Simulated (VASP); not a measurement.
# Rh (Fm-3m) in VASP: elastic constants with r2SCAN

Aim: the elastic constants of Rh with r2SCAN.

Everything below comes from runs of VASP 6.6.1. Logs are shortened: lines on timing, memory, paths and dates and some standing lists are left out, and cuts for length are marked.

### Step 1. The structure

The structure is cubic, space group Fm-3m (No. 225). The conventional cell has a = 3.796 Å, b = 3.796 Å, c = 3.796 Å, α = 90.00°, β = 90.00°, γ = 90.00°. Rh (site symmetry m-3m) has 12 Rh at 2.68 Å as nearest neighbours.

### Step 2. Elastic constants, r2SCAN

Input file POSCAR:

```
Rh
1.0
    0.0000000000      1.8978500000      1.8978500000
    1.8978500000      0.0000000000      1.8978500000
    1.8978500000      1.8978500000      0.0000000000
Rh
1
Direct
    0.0000000000      0.0000000000      0.0000000000
```

Input file INCAR.step1:

```
PREC = Accurate ; ENCUT = 600
EDIFF = 1E-8 ; ISMEAR = 0
SIGMA = 0.1 ; LREAL = F
LASPH = T ; NELM = 60
ALGO = Normal ; ISIF = 3
LWAVE = F ; LCHARG = F
METAGGA = R2SCAN ; LMIXTAU = T
IBRION = 2 ; NSW = 40
EDIFFG = -0.002
```

Input file INCAR.step2:

```
PREC = Accurate ; ENCUT = 600
EDIFF = 1E-8 ; ISMEAR = 0
SIGMA = 0.1 ; LREAL = F
LASPH = T ; NELM = 60
ALGO = Normal ; ISIF = 3
LWAVE = F ; LCHARG = F
METAGGA = R2SCAN ; LMIXTAU = T
IBRION = 6 ; NFREE = 2
POTIM = 0.015 ; NSW = 1
```

Input file KPOINTS:

```
regular mesh
0
Gamma
  13 13 13
```

Potentials or basis: VASP PAW PBE potentials, release 64 (Rh_pv).

Run with:

```
$ cat potpaw_PBE.64/Rh_pv/POTCAR > POTCAR
$ cp INCAR.step1 INCAR
$ mpirun -np 1 vasp_std > vasp.out
$ cp CONTCAR POSCAR
$ cp INCAR.step2 INCAR
$ mpirun -np 1 vasp_std > vasp.out
```

OUTCAR:

```text
PREC = Accurate
   ENCUT = 600
   EDIFF = 1E-8
   ISMEAR = 0
   LREAL = F
   LASPH = T
   NELM = 60
   ISIF = 3
   METAGGA = R2SCAN
   IBRION = 6
   NFREE = 2
   POTIM = 0.015
   NSW = 1

 ion  position               nearest neighbor table
   1  0.000  0.000  0.000-

  LATTYP: Found a face centered cubic cell.
 ALAT       =     3.8052150897

  Lattice vectors:

 A1 = (   0.0000000000,   1.9026075448,   1.9026075448)
 A2 = (   1.9026075448,   0.0000000000,   1.9026075448)
 A3 = (   1.9026075448,   1.9026075448,   0.0000000000)

Analysis of symmetry for initial positions (statically):
=====================================================================
 Subroutine PRICEL returns:
 Original cell was already a primitive cell.

 Routine SETGRP: Setting up the symmetry group for a
 face centered cubic supercell.

 Subroutine GETGRP returns: Found 48 space group operations
 (whereof 48 operations were pure point group operations)
 out of a pool of 48 trial point group operations.

The static configuration has the point symmetry O_h .

Analysis of symmetry for dynamics (positions and initial velocities):
=====================================================================
 Subroutine PRICEL returns:
 Original cell was already a primitive cell.

 Routine SETGRP: Setting up the symmetry group for a
 face centered cubic supercell.

 Subroutine GETGRP returns: Found 48 space group operations
 (whereof 48 operations were pure point group operations)
 out of a pool of 48 trial point group operations.

The dynamic configuration has the point symmetry O_h .

 Subroutine INISYM returns: Found 48 space group operations
 (whereof 48 operations are pure point group operations),
 and found     1 'primitive' translations

----------------------------------------------------------------------------------------

                                     Primitive cell

  volume of cell :      13.7746

  direct lattice vectors                    reciprocal lattice vectors
     0.000000000  1.902607545  1.902607545    -0.262797234  0.262797234  0.262797234
     1.902607545  0.000000000  1.902607545     0.262797234 -0.262797234  0.262797234
     1.902607545  1.902607545  0.000000000     0.262797234  0.262797234 -0.262797234

  length of vectors
     2.690693394  2.690693394  2.690693394     0.455178161  0.455178161  0.455178161

  position of ions in fractional coordinates (direct lattice)
     0.000000000  0.000000000  0.000000000

  ion indices of the primitive-cell ions
   primitive index   ion index
                 1           1

----------------------------------------------------------------------------------------

 KPOINTS: regular mesh

Automatic generation of k-mesh.
 Grid dimensions read from file:
 generate k-points for:   13   13   13

 Generating k-lattice:

  Cartesian coordinates                     Fractional coordinates (reciprocal lattice)
    -0.020215172  0.020215172  0.020215172     0.076923077  0.000000000  0.000000000
     0.020215172 -0.020215172  0.020215172     0.000000000  0.076923077  0.000000000
     0.020215172  0.020215172 -0.020215172     0.000000000  0.000000000  0.076923077

  Length of vectors
     0.035013705  0.035013705  0.035013705

  Shift w.r.t. Gamma in fractional coordinates (k-lattice)
     0.000000000  0.000000000  0.000000000

 Subroutine IBZKPT returns following result:
 ===========================================

 Found     84 irreducible k-points:

 Following reciprocal coordinates:
            Coordinates               Weight
  0.000000  0.000000  0.000000      1.000000
  0.076923  0.000000  0.000000      8.000000
  0.153846  0.000000  0.000000      8.000000
  0.230769  0.000000  0.000000      8.000000
  0.307692  0.000000  0.000000      8.000000
  0.384615  0.000000  0.000000      8.000000
[... 16 lines left out ...]
  0.384615  0.153846  0.000000     24.000000
  0.461538  0.153846  0.000000     24.000000
 [... further k-points ...]
   k-points           NKPTS =     84   k-points in BZ     NKDIM =     84   number of bands    NBANDS=     11
   number of dos      NEDOS =    301   number of ions     NIONS =      1
   total plane-waves  NPLWV =  13824
   dimension x,y,z NGX =    24 NGY =   24 NGZ =   24
[... 32 lines left out ...]
   IMIX   =      4    mixing-type and parameters
     AMIX     =   0.40;   BMIX     =  1.00
     AMIX_MAG =   1.60;   BMIX_MAG =  1.00
  volume/ion in A,a.u.               =      13.77        92.96
  Fermi-wavevector in a.u.,A,eV,Ry     =   1.684274  3.182816 38.596713  2.836778
  Thomas-Fermi vector in A             =   2.767326
   LORBIT       =      0    0 simple, 1 ext, 2 COOP (PROOUT), +10 PAW based schemes
   METAGGA = R2SCAN    functional components
   LHFCALC =     F    Hartree Fock is set to
   AEXX    =    0.0000 exact exchange contribution
   IVDW    =     0    specifies the selected vdW correction
   LEPSILON=     F    determine dielectric tensor
   LRPA    =     F    only Hartree local field effects (RPA)
 finite differences with symmetry
 non-spin polarized calculation
 Gauss-broadening in eV      SIGMA  =   0.10
  energy-cutoff  :      600.00
  volume of cell :       13.77
 maximum number of plane-waves:       471
 NGX is ok and might be reduce to    24
   NGX = 11   NGY = 11   NGZ = 11

--------------------------------------- Ionic step        1  -------------------------------------------

 number of electron      15.0000002 magnetization

 Free energy of the ion-electron system (eV)
  ---------------------------------------------------
  ext. energy  EPLUGINS =         0.00000000
  ---------------------------------------------------
  free energy    TOTEN  =       -24.14185696 eV

  energy without entropy =      -24.13469494  energy(sigma->0) =      -24.13827595

------------------------ aborting loop because EDIFF is reached ----------------------------------------

  FORCE on cell =-STRESS in cart. coord.  units (eV):
  Direction    XX          YY          ZZ          XY          YZ          ZX
  --------------------------------------------------------------------------------------
  -------------------------------------------------------------------------------------
  Total        0.0007556      0.0007556      0.0007556      0.0000000      0.0000000      0.0000000
  in kB        0.0878886      0.0878886      0.0878886      0.0000000      0.0000000      0.0000000
  external PRESSURE =       0.0878886 kB  Pullay stress =       0.0000000 kB
[... 86 lines left out ...]
  FREE ENERGIE OF THE ION-ELECTRON SYSTEM (eV)
  ---------------------------------------------------
  free  energy   TOTEN  =       -24.1374747908 eV

  energy  without entropy=      -24.1305109607  energy(sigma->0) =      -24.13399288

[... ionic steps 4 to 12 ...]

--------------------------------------- Ionic step       13  -------------------------------------------

 number of electron      15.0000002 magnetization

------------------------ aborting loop because EDIFF is reached ----------------------------------------
[... 65 lines left out ...]
--------------------------------------- Ionic step       15  -------------------------------------------

 number of electron      15.0000001 magnetization

 Free energy of the ion-electron system (eV)
  ---------------------------------------------------
  ext. energy  EPLUGINS =         0.00000000
  ---------------------------------------------------
  free energy    TOTEN  =       -24.14185648 eV

  energy without entropy =      -24.13469447  energy(sigma->0) =      -24.13827548

 E-fermi :  11.6895     XC(G=0): -15.1903

 val. band max:       11.6604577795   @ k =   0.3077   0.3077   0.0000
 cond. band min:      11.7136533593   @ k =  -0.3846   0.1538   0.0000
 fundamental gap:      0.0531955797
 Fermi energy:        11.6894588357

 k-point     1 :       0.0000    0.0000    0.0000
  band No.  band energies     occupation
      1     -36.0842      2.00000
      2     -36.0842      2.00000
      3     -36.0842      2.00000
      4       3.5342      2.00000
      5       8.5373      2.00000
      6       8.5373      2.00000
      7       8.5373      2.00000
      8      10.6297      2.00000
      9      10.6297      2.00000
     10      28.4147      0.00000
     11      29.0922      0.00000
[... 309 lines left out ...]
 k-point    24 :       0.4615    0.1538    0.0000
  band No.  band energies     occupation
      1     -36.7674      2.00000
      2     -36.2776      2.00000
      3     -36.2328      2.00000
      4       6.0216      2.00000
      5       7.9387      2.00000
      6       9.1811      2.00000
      7       9.2183      2.00000
      8      12.3377      0.00000
      9      14.4384      0.00000
     10      22.2952      0.00000
     11      29.0869      0.00000

 [... further k-points ...]

------------------------ aborting loop because EDIFF is reached ----------------------------------------

  FORCE on cell =-STRESS in cart. coord.  units (eV):
  Direction    XX          YY          ZZ          XY          YZ          ZX
  --------------------------------------------------------------------------------------
  -------------------------------------------------------------------------------------
  Total        0.0007504      0.0007504      0.0007504      0.0000000     -0.0000000      0.0000000
  in kB        0.0872843      0.0872843      0.0872843      0.0000000     -0.0000000      0.0000000
  external PRESSURE =       0.0872843 kB  Pullay stress =       0.0000000 kB
[... 16 lines left out ...]
  FREE ENERGIE OF THE ION-ELECTRON SYSTEM (eV)
  ---------------------------------------------------
  free  energy   TOTEN  =       -24.1418564835 eV

  energy  without entropy=      -24.1346944710  energy(sigma->0) =      -24.13827548

 INTERNAL STRAIN TENSORS FROM STRAINED CELLS
 ============================================

 INTERNAL STRAIN TENSOR FOR ION    1 for displacements in x,y,z  (eV/Angst):
          X           Y           Z          XY          YZ          ZX
  --------------------------------------------------------------------------------
  x     0.00000     0.00000     0.00000     0.00000     0.00000     0.00000
  y     0.00000     0.00000    -0.00000     0.00000     0.00000     0.00000
  z    -0.00000     0.00000     0.00000     0.00000    -0.00000    -0.00000

 INTERNAL STRAIN TENSORS FROM DISPLACED ATOMS
 ============================================

 INTERNAL STRAIN TENSOR FOR ION    1 for displacements in x,y,z  (eV/Angst):
          X           Y           Z          XY          YZ          ZX
  --------------------------------------------------------------------------------
  x     0.00000     0.00000     0.00000     0.00000     0.00000     0.00000
  y     0.00000     0.00000     0.00000     0.00000     0.00000     0.00000
  z     0.00000     0.00000     0.00000     0.00000     0.00000     0.00000

 Eigenvectors and eigenvalues of the dynamical matrix
 ----------------------------------------------------

   1 f/i=    0.000000 THz     0.000000 2PiTHz    0.000000 cm-1     0.000000 meV
             X         Y         Z           dx          dy          dz
      0.000000  0.000000  0.000000    -0.055470    0.998460    0.000000

   2 f/i=    0.000000 THz     0.000000 2PiTHz    0.000000 cm-1     0.000000 meV
             X         Y         Z           dx          dy          dz
      0.000000  0.000000  0.000000     0.000000    0.000000    1.000000

   3 f/i=    0.000000 THz     0.000000 2PiTHz    0.000000 cm-1     0.000000 meV
             X         Y         Z           dx          dy          dz
      0.000000  0.000000  0.000000    -0.998460   -0.055470    0.000000

--------------------------------------------------------------------------------------------------------

 ELASTIC MODULI CONTR FROM IONIC RELAXATION (kBar)
 Direction    XX          YY          ZZ          XY          YZ          ZX
 --------------------------------------------------------------------------------
 XX           0.0000      0.0000      0.0000      0.0000      0.0000      0.0000
 YY           0.0000      0.0000      0.0000      0.0000      0.0000      0.0000
 ZZ           0.0000      0.0000      0.0000      0.0000      0.0000      0.0000
 XY           0.0000      0.0000      0.0000      0.0000      0.0000      0.0000
 YZ           0.0000      0.0000      0.0000      0.0000      0.0000      0.0000
 ZX           0.0000      0.0000      0.0000      0.0000      0.0000      0.0000
 --------------------------------------------------------------------------------

 TOTAL ELASTIC MODULI (kBar)
 Direction    XX          YY          ZZ          XY          YZ          ZX
 --------------------------------------------------------------------------------
 XX        4398.9587   2045.1548   2045.1548      0.0000     -0.0000     -0.0000
 YY        2045.1548   4398.9587   2045.1548     -0.0000      0.0000      0.0000
 ZZ        2045.1548   2045.1548   4398.9587     -0.0000     -0.0000     -0.0000
 XY           0.0000     -0.0000     -0.0000   1926.2127      0.0000      0.0000
 YZ          -0.0000      0.0000     -0.0000      0.0000   1926.2127      0.0000
 ZX          -0.0000      0.0000     -0.0000      0.0000      0.0000   1926.2127
 --------------------------------------------------------------------------------
```

Wall time 57 min (1 thread of AMD EPYC 9R14 (Zen 4), shared host); peak memory 0.29 GiB.

What came out:

| Property | Result |
| --- | --- |
| Relaxed volume | 13.77 Å³/atom |
| Relaxed cell | a = 2.691 Å, b = 2.691 Å, c = 2.691 Å, α = 60.00°, β = 60.00°, γ = 60.00° |
| Space group after relaxing (to 0.05 Å) | Fm-3m (No. 225) |
| Elastic constants C11, C12, C44 | 440, 205, 193 GPa |
| Voigt bulk modulus | 283 GPa |

The path:
```
step  energy change (eV)  largest force (eV/Å)  pressure (GPa)  volume (Å³)
   1              0.0000                0.0000            2.17        13.67
   2              0.0037                0.0000           -5.15        14.04
   3             -0.0007                0.0000            0.01        13.77
```

Final structure:
```
CELL_PARAMETERS angstrom
0.00000 1.90261 1.90261
1.90261 0.00000 1.90261
1.90261 1.90261 0.00000
ATOMIC_POSITIONS crystal
Rh 0.00000 0.00000 0.00000
```

Elastic tensor in Voigt notation (GPa, in the Cartesian axes of the cell as first typed):
```
440 205 205   0   0   0
205 440 205   0   0   0
205 205 440   0   0   0
  0   0   0 193   0   0
  0   0   0   0 193   0
  0   0   0   0   0 193
```

Clamped-ion elastic tensor (GPa):
```
440 205 205   0   0   0
205 440 205   0   0   0
205 205 440   0   0   0
  0   0   0 193   0   0
  0   0   0   0 193   0
  0   0   0   0   0 193
```

Caveat: the PAW data sets were made with another functional, which shifts forces and pressure a little.
